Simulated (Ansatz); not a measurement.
**SnSe: stress in a strained cell**

Aim: deform SnSe (zz strain of -1 %) and compute stress, forces and field gradients with LAPW, PAW and all-electron datasets made for the crystal.

Program: Ansatz 0.2.0. Level of theory: DFT PBE, scalar-relativistic. These are calculated values, not measurements.

**1. The system as given**

Symmetry: Fm-3m, No. 225, cubic system. Conventional cell: a = 6.020 Å, b = 6.020 Å, c = 6.020 Å, α = 90.00°, β = 90.00°, γ = 90.00°. Sn (site symmetry m-3m) is surrounded by 6 Se at 3.01 Å. Se (site symmetry m-3m) is surrounded by 6 Sn at 3.01 Å.

As a file:

```cif
data_structure
_symmetry_space_group_name_H-M 'Fm-3m'
_symmetry_Int_Tables_number 225
_cell_length_a 6.0200
_cell_length_b 6.0200
_cell_length_c 6.0200
_cell_angle_alpha 90.000
_cell_angle_beta 90.000
_cell_angle_gamma 90.000
_cell_volume 218.17
loop_
_atom_site_label
_atom_site_type_symbol
_atom_site_symmetry_multiplicity
_atom_site_Wyckoff_symbol
_atom_site_fract_x
_atom_site_fract_y
_atom_site_fract_z
_atom_site_occupancy
Sn1 Sn 4 a 0.00000 0.00000 0.00000 1
Se1 Se 4 b 0.50000 0.00000 0.00000 1
```

The file gives the conventional cell by its symmetry; the runs use the cell typed in the input.

Atoms are numbered in the order of the input: Sn1, Se2.

**2. The deformed structure**

Space group Fm-3m before, I4/mmm after.

**3. LAPW, all electrons**

input.yaml

```yaml
crystal:
  lattice:
    - [0.0, 3.01, 2.9799]
    - [3.01, 0.0, 2.9799]
    - [3.01, 3.01, 0.0]
  atoms:
    - { symbol: Sn, position: [0.0, 0.0, 0.0] }
    - { symbol: Se, position: [0.5, 0.5, 0.5] }
kpoints:
  mp_grid: { grid: [9, 9, 9] }
  band_path:
    path:
      - [0.0, 0.0, 0.0]
      - [0.0, 0.5, 0.5]
      - [0.25, 0.75, 0.5]
      - [0.0, 0.5, 0.0]
      - [0.0, 0.0, 0.0]
      - [0.5, 0.5, 0.0]
      - [0.3775380063, 0.6224619937, 0.0]
      - [-0.3775380063, 0.3775380063, 0.0]
      - [0.0, 0.0, 0.0]
    npoints: 5
scf:
  occupations: { method: fermi_dirac, width: 0.02 }
hamiltonian:
  xc: pbe
  pseudopotentials: { kind: all_electron, lapw: { basis_error: 0.00025 } }
output:
  forces: true
  stress: true
  eigenvalues: true
```

Run with:

```
ansatz run input.yaml --threads 1 --pin off --max-ram 3072MiB --backend cpu --events-out ev --progress --plain --runs-dir out
```

**4. PAW with frozen cores**

input.yaml

```yaml
crystal:
  lattice:
    - [0.0, 3.01, 2.9799]
    - [3.01, 0.0, 2.9799]
    - [3.01, 3.01, 0.0]
  atoms:
    - { symbol: Sn, position: [0.0, 0.0, 0.0] }
    - { symbol: Se, position: [0.5, 0.5, 0.5] }
kpoints:
  mp_grid: { grid: [9, 9, 9] }
scf:
  occupations: { method: fermi_dirac, width: 0.02 }
hamiltonian:
  xc: pbe
  pseudopotentials: { kind: paw }
output:
  forces: true
  stress: true
  eigenvalues: true
  efg: { contact_densities: true }
```

**5. All-electron PAW on datasets made for the crystal**

Changes to input.yaml since step 4:

```diff
@@ -14,3 +14,3 @@
   xc: pbe
-  pseudopotentials: { kind: paw }
+  pseudopotentials: { kind: all_electron, datasets: crystal }
 output:
```

(Steps that only read results are left out.)

**Question.** What will these runs give? Wanted: pressure; largest shear or deviatoric stress.

The runs gave:

| quantity | value |
| --- | --- |
| pressure | LAPW 1.58, PAW 1.59, crystal datasets 1.58 GPa |
| largest shear or deviatoric stress (LAPW) | 0.87 GPa |

The largest part of the stress beyond the pressure is 0.87 GPa in size, in the zz component; the atoms are carried along and not relaxed. No run of the undeformed cell stands beside it, so the pressure holds what the given cell had before the change. PAW: stress within 0.01 GPa of LAPW. Crystal datasets: stress within 0.01 GPa of LAPW.
